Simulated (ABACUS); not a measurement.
PtS2: single point with r2SCAN

The system is PtS2.

```
Pt S
1.0
     3.54320    0.00000    0.00000
    -1.77160    3.06850    0.00000
     0.00000    0.00000    5.03880
Pt S
1 2
Cartesian
  0.0000 0.0000 0.0000
  1.7716 1.0228 3.8950
  0.0000 2.0457 1.1438
```

```yaml
Program: ABACUS 3.10.1
Task: single point
Functional: r2SCAN
Potentials_or_basis: SG15 ONCV 1.2 PBE
Cutoff: 1361 eV
Density_cutoff: 5442 eV
Basis: DZP LCAO (the cutoffs set its grid)
k_mesh: 7 × 7 × 4
Occupations: fermi-dirac, width 0.05 eV
Spin: no spin polarisation
```

```yaml
Pressure: 12.4 GPa
Largest_force: 1.660 eV/Å
Band_gap_on_the_k_mesh: 1.03 eV, indirect (least direct gap 1.22 eV)
Mulliken_charges: Pt +0.33; S -0.17 e
```

Forces on the atoms (eV/Å):
```
Pt   0.000  0.000  0.000
S    0.000  0.000 -1.660
S    0.000  0.000  1.660
```

Stress tensor (GPa, compression positive):
```
12.55  0.00  0.00
 0.00 12.55  0.00
 0.00  0.00 12.15
```

Levels at points of the mesh, in eV from the valence-band top:
| k point | band 13 | band 14 | band 15 | band 16 | band 17 | band 18 |
| --- | --- | --- | --- | --- | --- | --- |
| (0.00, 0.00, 0.00) | -1.19 | -1.19 | -0.08 | 2.74 | 2.74 | 5.56 |
| (0.00, 0.00, 0.50) | -1.38 | -1.38 | -0.84 | 3.22 | 3.22 | 6.18 |

Wall time 51 s on 4 MPI ranks on Intel(R) Xeon(R) Processor @ 2.50GHz (Skylake/Cascade Lake) (shared host), peak memory 0.44 GiB a rank.

Caveat: the atomic orbitals were generated for these runs and aren't a published set; Mulliken charges move with the basis; the potentials were made for another functional, which shifts forces and pressure; spin-orbit coupling is left out, which moves the levels of the heavy elements; an odd mesh through Γ misses points on the zone boundary, where band edges often lie; the basis of atomic orbitals isn't converged, which shifts pressures, moduli and gaps.
